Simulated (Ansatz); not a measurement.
# Zone-centre phonons of GaO at 3 GPa: input and output

Computed with Ansatz, DFT PBE, scalar-relativistic, plane waves, PAW.

Launched with:
```bash
ansatz run input.yaml --threads 2 --pin off --max-ram 6144MiB --backend cpu --events-out ev --progress --plain --runs-dir out
```

Input (bare energies are in eV):
```yaml
crystal:
  lattice:
    - [3.0846908519, 0.0, 0.0]
    - [-1.542345426, 2.6714206406, 0.0]
    - [0.0, 0.0, 12.9271888789]
  atoms:
    - { symbol: Ga, position: [0.3333333333, 0.6666666667, 0.4039770039] }
    - { symbol: Ga, position: [0.3333333333, 0.6666666667, 0.5960229961] }
    - { symbol: Ga, position: [0.0, 0.0, 0.0960308118] }
    - { symbol: Ga, position: [0.0, 0.0, 0.9039691882] }
    - { symbol: O, position: [0.6666666667, 0.3333333333, 0.1523024296] }
    - { symbol: O, position: [0.6666666667, 0.3333333333, 0.8476975704] }
    - { symbol: O, position: [0.0, 0.0, 0.3475191144] }
    - { symbol: O, position: [0.0, 0.0, 0.6524808856] }
basis:
  ecutwfc: 420
kpoints:
  mp_grid: { grid: [12, 12, 2] }
hamiltonian:
  xc: pbe
scf:
  occupations: { method: fixed }
output:
  eigenvalues: true
phonons:
  method: dfpt
  dielectric: true
  rigid_motions: translations
  eigenvectors: true
```

The end of the output:
```
--- Phonons (Γ-DFPT): 8 representative perturbations + reference, on 86 of 288 k-points (Σ response iterations 32) ---
  k mesh reduced under 2 symmetry operations, with k and −k counted as one. Each operation leaves every solved perturbation unchanged. A smaller set is not considered because the run solves the response ...
  ASR residual: 2.571e-4 → 0.000e0 eV/Å²; symmetrization residual: 1.575e-5 eV/Å²
  ASR residual per site (eV/Å²): 5.81e-5 5.81e-5 2.11e-5 2.11e-5 2.57e-4 2.57e-4 6.83e-5 6.83e-5
  Γ frequencies (cm⁻¹): 0.00 0.00 0.00 34.67 34.67 56.15 73.90 73.90 80.51 80.51 204.01 213.55 388.67 465.99 465.99 466.15 466.15 471.00 471.00 471.14 471.14 492.61 493.28 504.76
  ε∞ (high-frequency dielectric tensor):
        5.630198    -0.000000     0.000000
       -0.000000     5.630198    -0.000000
        0.000000    -0.000000     4.624742
  ε⁰ (static dielectric tensor: ions relaxed, cell fixed):
        9.523395    -0.000000     0.000000
       -0.000000     9.523395     0.000000
        0.000000     0.000000     6.883995
  ε⁰ − ε∞ (ionic part):
        3.893197    -0.000000     0.000000
       -0.000000     3.893197     0.000000
        0.000000     0.000000     2.259253
  softest optical mode at Γ: 34.67 cm⁻¹; the repairs (sum rule, projections) moved no ω² at Γ by more than (3.29 cm⁻¹)²
  Born effective charges Z* (e; rows j = field, columns β = displacement):
    site 0:
         2.43689   -0.00000   -0.00000
        -0.00000    2.43689   -0.00000
         0.00000   -0.00000    1.48708
    site 1:
         2.43689   -0.00000    0.00000
        -0.00000    2.43689   -0.00000
        -0.00000   -0.00000    1.48708
    site 2:
         2.42369   -0.00000    0.00000
        -0.00000    2.42369   -0.00000
        -0.00000   -0.00000    1.57144
    site 3:
         2.42369   -0.00000   -0.00000
        -0.00000    2.42369   -0.00000
         0.00000   -0.00000    1.57144
    site 4:
        -2.44498    0.00000    0.00000
         0.00000   -2.44498    0.00000
         0.00000    0.00000   -1.51751
    site 5:
        -2.44498    0.00000   -0.00000
         0.00000   -2.44498    0.00000
         0.00000    0.00000   -1.51751
    site 6:
        -2.41559    0.00000   -0.00000
         0.00000   -2.41559    0.00000
        -0.00000    0.00000   -1.54101
    site 7:
        -2.41559    0.00000    0.00000
         0.00000   -2.41559    0.00000
         0.00000    0.00000   -1.54101
  Z* charge neutrality: 3.111e-2 e pre-enforcement
  solved inside a basis spanned on kpoints, on 14×14×4 k-points, its susceptibility summed on 22×22×6: ε∞ is read to err by 3.8e-2, Z* by 2.9e-2 e (field_mesh: kpoints solves on kpoints); Z* is corrected for ...
  optical modes at Γ without the LO–TO term, one row a degenerate level:
      ω (cm⁻¹) modes IR ((D/Å)²/amu)
         34.67      2             0.0041
         56.15      1             0.0098
         73.90      2             0.0000
         80.51      2             0.0000
        204.01      1             0.0000
        213.55      1             0.0000
        388.67      1            16.5777
        465.99      2             0.0000
        466.15      2            83.4428
        471.00      2             0.0000
        471.14      2             0.3261
        492.61      1             0.0004
        493.28      1             0.0000
        504.76      1             0.0000
  optical modes at Γ + LO–TO along q̂ = [1.0000, 0.0000, 0.0000]:
      ω (cm⁻¹) modes IR ((D/Å)²/amu)
         34.67      1             0.0021
         34.73      1             0.0007
         56.15      1             0.0098
         73.90      2             0.0000
         80.51      2             0.0000
        204.01      1             0.0000
        213.55      1             0.0000
        388.67      1            16.5777
        465.99      2             0.0000
        466.15      1            41.7214
        471.00      2             0.0000
        471.12      1             0.0002
        471.14      1             0.1631
        492.61      1             0.0004
        493.28      1             0.0000
        504.76      1             0.0000
        605.20      1            41.8856
  optical modes at Γ + LO–TO along q̂ = [0.0000, 1.0000, 0.0000]:
      ω (cm⁻¹) modes IR ((D/Å)²/amu)
         34.67      1             0.0021
         34.73      1             0.0007
         56.15      1             0.0098
         73.90      2             0.0000
         80.51      2             0.0000
        204.01      1             0.0000
        213.55      1             0.0000
        388.67      1            16.5777
        465.99      2             0.0000
        466.15      1            41.7214
        471.00      2             0.0000
        471.12      1             0.0002
        471.14      1             0.1631
        492.61      1             0.0004
        493.28      1             0.0000
        504.76      1             0.0000
        605.20      1            41.8856
  optical modes at Γ + LO–TO along q̂ = [0.0000, 0.0000, 1.0000]:
      ω (cm⁻¹) modes IR ((D/Å)²/amu)
         34.67      2             0.0041
         56.41      1             0.0044
         73.90      2             0.0000
         80.51      2             0.0000
        204.01      1             0.0000
        213.55      1             0.0000
        465.99      2             0.0000
        466.15      2            83.4428
        471.00      2             0.0000
        471.14      2             0.3261
        472.07      1            16.5757
        492.62      1             0.0077
        493.28      1             0.0000
        504.76      1             0.0000
```

It took 4 min on 2 threads of Intel(R) Xeon(R) 6975P-C (Granite Rapids), with other jobs on the host, peak memory 2 GiB.

The cell was built by swapping an element in a database structure (itself possibly hypothetical) and relaxing; it need not be the stable form of this composition. The crystal is built of layers and no dispersion correction was added, so the binding between them is poorly described, and with it their spacing and whatever depends on it. The run warned that the force constants aren't converged on this k mesh, so the frequencies and all that is formed from them are rough.